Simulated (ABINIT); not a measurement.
# BaTiO3 in ABINIT: convergence with k mesh

The system is BaTiO3.

```
CELL_PARAMETERS angstrom
3.72890 -0.42193 0.02237
-0.28447 3.27547 3.11008
0.31643 -2.75371 2.58992
ATOMIC_POSITIONS crystal
Ba 0.00393 0.99400 0.98336
Ti 0.50747 0.51249 0.50706
O 0.99541 0.48603 0.49709
O 0.49519 0.50476 0.99070
O 0.48289 0.99786 0.49485
```

The cell isn't the ideal one: atoms moved at random, drawn with an rms of 0.05 Å.

```yaml
Program: ABINIT 10.8.3 (patched build)
Task: single point
Functional: PBEsol
Potentials_or_basis: JTH PAW PBE v2.0
Cutoff: 626 eV
k_mesh: 1 × 1 × 1
Occupations: fermi-dirac, width 0.05 eV
Spin: no spin polarisation
```

These are the settings of the first run; the series varies k mesh, with any setting tied to it.

Hardware: Arm Neoverse V1, with other jobs on the host.

```
   k mesh  energy less the tightest run, at zero smearing (meV/atom)  pressure (GPa)  largest force (eV/Å)  gap on the mesh (eV)  SCF cycles  CPU time (s)
1 × 1 × 1                                                    3528.08           62.79                15.411                     -          35            49
2 × 2 × 2                                                     152.01           15.71                 1.975                 0.302          17            59
3 × 2 × 3                                                      37.71           13.79                 1.195                 0.415          17            79
4 × 3 × 4                                                       4.52           13.35                 1.133                 0.456          16           120
4 × 4 × 4                                                       2.51           13.35                 1.133                 0.458          17           140
5 × 4 × 5                                                       0.66           13.32                 1.122                 0.476          16           180
6 × 5 × 6                                                       0.09           13.32                 1.120                 0.468          17           290
8 × 6 × 8                                                       0.01           13.32                 1.119                 0.465          16           540
9 × 8 × 9                                                       0.00           13.32                 1.119                 0.470          16           860
```

Against the tightest run, the energy stays within 1 meV/atom from 5 × 4 × 5 on; the pressure stays within 0.1 GPa from 4 × 3 × 4 on; the largest force stays within 0.005 eV/Å from 5 × 4 × 5 on; the gap on the mesh stays within 0.01 eV from 5 × 4 × 5 on. Meshes of other sizes hit other points, so gaps and Fermi surfaces needn't settle smoothly. The tightest run that finished is the yardstick and may itself not be fully converged.

Caveat, for the tightest run too: this set's barium file shifts pressures by 1.5 GPa and gaps by 0.1 eV against other sets; the PAW data sets were made with another functional, which shifts forces and pressure a little; spin-orbit coupling is left out, which moves the levels of the heavy elements; an odd mesh through Γ misses points on the zone boundary, where band edges often lie; the atomic spheres overlap.
